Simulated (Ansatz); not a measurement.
Runs of Ansatz 0.2.0 on Al. The structure is cubic, space group Fm-3m (No. 225). Conventional cell: a = 4.050 Å, b = 4.050 Å, c = 4.050 Å, α = 90.00°, β = 90.00°, γ = 90.00°. Around Al (site symmetry m-3m) lie 12 Al at 2.86 Å. 

| level | cutoff (eV) | gap on the mesh (eV) | pressure (GPa) |
| --- | --- | --- | --- |
| PBEsol | 420 | none | -1.5 |
| BLYP | 420 | none | 3.5 |
| LDA | 420 | none | (a) |
| r2SCAN | 500 | none | (b) |
| revPBE | 420 | none | 1.1 |
| RPBE | 420 | none | 1.4 |

Alike in all rows: task band structure; potentials or basis Ansatz PAW; no spin polarisation; cell as given; k mesh 6 × 6 × 6; smearing fermi-dirac 0.05 eV; the mesh is coarse, so values aren't converged.

Problem. Fill in the values left out.

Solution. (a) -3.2; (b) -3.0.

Caveats: all runs use coarse meshes; the PAW data sets come from PBE, with cores solved anew for the run's functional, which leaves a small shift of forces and pressure.

A gap of «none» marks a metal or a gap under the smearing width.

Runs at the PBE level aren't shown here.
